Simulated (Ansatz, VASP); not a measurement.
**ZnS: VASP beside Ansatz**

```
CELL_PARAMETERS angstrom
3.84407 0.00000 0.00000
-1.92203 3.32906 0.00000
0.00000 0.00000 6.30464
ATOMIC_POSITIONS crystal
Zn 0.33333 0.66667 0.00027
Zn 0.66667 0.33333 0.50027
S 0.33333 0.66667 0.37473
S 0.66667 0.33333 0.87473
```

Alike in both runs: task single point; functional PBE; k mesh 12 × 12 × 4; occupations gaussian, width 0.02 eV; no spin polarisation.

|  | VASP | Ansatz |
| --- | --- | --- |
| version | VASP 6.6.1 | Ansatz 0.2.0 |
| potentials or method | VASP PAW PBE potentials, release 64 (Zn, S) | scalar-relativistic, plane waves, PAW |
| plane-wave cutoff (eV) | 520 | 420 |
| valence electrons in the cell | 36 | 36 |

```csv
,VASP,Ansatz,Ansatz less VASP
gap on the k mesh at the Fermi level (eV),2.08,2.08,-0.003
least direct gap on the mesh (eV),2.08,2.08,-0.003
pressure (GPa),0.2,0.0,-0.15
```

A k mesh can miss the band edges.
